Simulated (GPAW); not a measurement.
Runs of GPAW 26.7.0 on Pt. It takes space group Fm-3m (No. 225, cubic). Conventional cell: a = 3.922 Å, b = 3.922 Å, c = 3.922 Å, α = 90.00°, β = 90.00°, γ = 90.00°. Around Pt (site symmetry m-3m) lie 12 Pt at 2.77 Å. 

```tsv
task	level	potentials or basis	spin	cell	k mesh	smearing	band path	band points	spin axis theta (degrees)	spin axis phi (degrees)	optimizer	gap on the mesh (eV)	pressure (GPa)
band structure	r2SCAN	GPAW PAW data sets (gpaw-data 1.2.1), pw	SOC, no magnetisation	as given	9 × 9 × 9	fermi-dirac 0.05 eV	GXWKGLUWLK,UX	80	90	0	-	-	5.5
single point	RPBE	the program's PAW data sets (release 1.2.1) made for this functional, pw	off	as given	12 × 12 × 12	gaussian 0.02 eV	-	-	-	-	-	none	(a)
single point	PBE	GPAW PAW data sets (gpaw-data 1.2.1), pw	off	as given	12 × 12 × 12	gaussian 0.017 eV	-	-	-	-	-	none	9.7
single point	PBE	GPAW PAW data sets (gpaw-data 1.2.1), pw	off	as given	12 × 12 × 12	gaussian 0.011 eV	-	-	-	-	-	none	9.7
relaxation of cell and atoms	PBEsol+D3(BJ)	PAW data sets generated in the run's folder for this functional, pw	off	relaxed to 1 GPa	12 × 12 × 12	fermi-dirac 0.05 eV	-	-	-	-	FIRE	none	0.9
relaxation of cell and atoms	BLYP+D4	PAW data sets generated in the run's folder for this functional, pw	off	relaxed	12 × 12 × 12	fermi-dirac 0.05 eV	-	-	-	-	BFGS	none	0.0
relaxation of cell and atoms	PBE+D3(BJ)	GPAW PAW data sets (gpaw-data 1.2.1), pw	off	relaxed to 2 GPa	12 × 12 × 12	fermi-dirac 0.05 eV	-	-	-	-	BFGS	none	2.0
single point	PBEsol	PAW data sets generated in the run's folder for this functional, pw	off	as given	12 × 12 × 12	gaussian 0.1 eV	-	-	-	-	-	none	(b)
relaxation of cell and atoms	BLYP+D3(BJ)	PAW data sets generated in the run's folder for this functional, pw	off	relaxed to 10 GPa	12 × 12 × 12	fermi-dirac 0.05 eV	-	-	-	-	BFGS	none	10.0
band structure	PBE	GPAW PAW data sets (gpaw-data 1.2.1), pw	off	as given	12 × 12 × 12	fermi-dirac 0.05 eV	GXWKGLUWLK,UX	80	-	-	-	-	9.8
single point	PBE	GPAW PAW data sets (gpaw-data 1.2.1), pw	off	as given	12 × 12 × 12	gaussian 0.023 eV	-	-	-	-	-	none	9.7
band structure	LDA	the program's PAW data sets (release 1.2.1) made for this functional, pw	off	as given	12 × 12 × 12	fermi-dirac 0.05 eV	GXWKGLUWLK,UX	100	-	-	-	-	-7.0
```

Alike in all rows: cutoff (eV) 600.

Problem. Fill in the values left out.

Solution. (a) 14.5; (b) -0.9.

Caveats: later steps reuse the first step's grids (some runs); pairwise dispersion overbinds metals, which lowers pressure and volume (some runs); spin-orbit coupling is left out, which moves the levels of the heavy elements (some runs); spin-orbit coupling was added after a scalar SCF, so levels and gaps hold it while energy, forces, pressure and moments don't (some runs); this program's spin-orbit splittings come out too wide for heavy elements (some runs); the PAW data sets were made with another functional, which shifts forces and pressure a little (some runs).

A k mesh can miss the band edges, and rows without SOC leave out spin-orbit coupling on Pt.

A gap of «none» marks a metal or a gap under the smearing width.
